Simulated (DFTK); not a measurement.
Runs of DFTK 0.8.2 on Al. The structure is cubic, space group Fm-3m (No. 225). Conventional cell: a = 4.050 Å, b = 4.050 Å, c = 4.050 Å, α = 90.00°, β = 90.00°, γ = 90.00°. Around Al (site symmetry m-3m) lie 12 Al at 2.86 Å. 

```csv
task,level,potentials or basis,k mesh,cutoff (eV),valence electrons,SCF solver,mesh quality,gap on the mesh (eV),pressure (GPa),V0 of scaled cells (Å³/atom),B0 (GPa)
band structure,LDA,SG15 1.2 (PBE),11 × 11 × 11,1225,Al 11,-,not flagged,none,-4.6,-,-
equation of state,PBEsol,dojo.nc.sr.pbesol.v0_4_1.standard.upf (PBEsol),11 × 11 × 11,707,Al 3,-,not flagged,-,-,16.18,(a)
band structure,BJ06,"cp2k.nc.sr.pbe.v0_1.largecore.gth (PBE, GTH)",11 × 11 × 11,952,Al 3,ScfAndersonSolver,not flagged,none,-,-,-
equation of state,PBE,dojo.nc.sr.pbe.v0_4_1.standard.upf (PBE),11 × 11 × 11,707,Al 3,-,not flagged,-,-,16.46,80
band structure,LDA,"cp2k.nc.sr.lda.v0_1.semicore.gth (LDA, GTH)",11 × 11 × 11,735,Al 3,-,not flagged,none,-4.2,-,-
equation of state,r2SCAN,SG15 1.2 (PBE),7 × 7 × 7,1225,Al 11,ScfAndersonSolver,coarse,-,-,16.16,(c)
band structure,r2SCAN,SG15 1.2 (PBE),10 × 10 × 10,1225,Al 11,-,not flagged,none,(b),-,-
band structure,BJ06,SG15 1.2 (PBE),11 × 11 × 11,1225,Al 11,-,not flagged,none,-,-,-
```

Alike in all rows: no spin polarisation; cell as given; smearing fermi-dirac 0.05 eV.

Task: Fill in the values left out.

Result: (a) 84; (b) -2.5; (c) 93.

Caveats: some runs use coarse meshes; the potentials were made for another functional, which shifts forces and pressure (some runs); the program leaves the constant c of mgga_x_tb09 at 1, so the potential is Becke-Johnson's (BJ06) and not Tran and Blaha's, with levels but no total energy (some runs); GTH potentials come without recommended cutoffs, and this one wasn't checked for convergence (some runs).

A k mesh can miss the band edges.

A gap of «none» marks a metal or a gap under the smearing width.

Not every run made on this cell is shown here.
